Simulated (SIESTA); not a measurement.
HgTe under changes of volume

One of the cells (28.929 Å³/atom); the others are scaled copies at fixed shape and fractional positions:

```
CELL_PARAMETERS angstrom
-3.04560 3.04560 1.55941
3.04560 -3.04560 1.55941
3.04560 3.04560 -1.55941
ATOMIC_POSITIONS crystal
Hg 0.75000 0.25000 0.50000
Te 0.00000 0.00000 0.00000
```

Measurements of this composition are mostly on another form, of space group No. 216.

```yaml
Program: SIESTA 5.4.2
Functional: LDA
Potentials_or_basis: PseudoDojo 0.4 standard (LDA files)
Basis: DZP (energy shift 0.003 Ry; two zetas on semicore shells)
Grid_cutoff: 800 Ry
Energy_shift: 0.003 Ry
k_mesh: 10 × 10 × 10
Occupations: fermi-dirac, width 0.05 eV
Spin: no spin polarisation
```

| volume (Å³/atom) | energy over the lowest point (meV/atom) | pressure (GPa) |
| --- | --- | --- |
| 27.193 | 0.00 | -3.7 |
| 27.772 | 15.01 | -4.6 |
| 28.351 | ? | ? |
| 28.929 | 53.73 | -6.0 |
| 29.508 | 76.61 | -6.6 |
| 30.086 | 101.37 | -7.1 |
| 30.665 | 127.72 | -7.5 |

**Question.** What does the run at 28.351 Å³/atom give?

**Answer.** Energy over the lowest point 33.06 meV/atom; pressure -5.4 GPa.

Worked out: A Birch-Murnaghan fit of order 3 (a polynomial in V^(-2/3)) to the other rows has no minimum within the range. It gives 33.08 meV/atom at 28.351 Å³/atom, against the run's 33.06, and -dE/dV = -5.4 GPa, against -5.4.

Energies are extrapolated to zero smearing.

Caveats: short orbitals over semicore shells can move pressures by several GPa; the basis of atomic orbitals isn't converged, which shifts pressures, moduli and gaps.
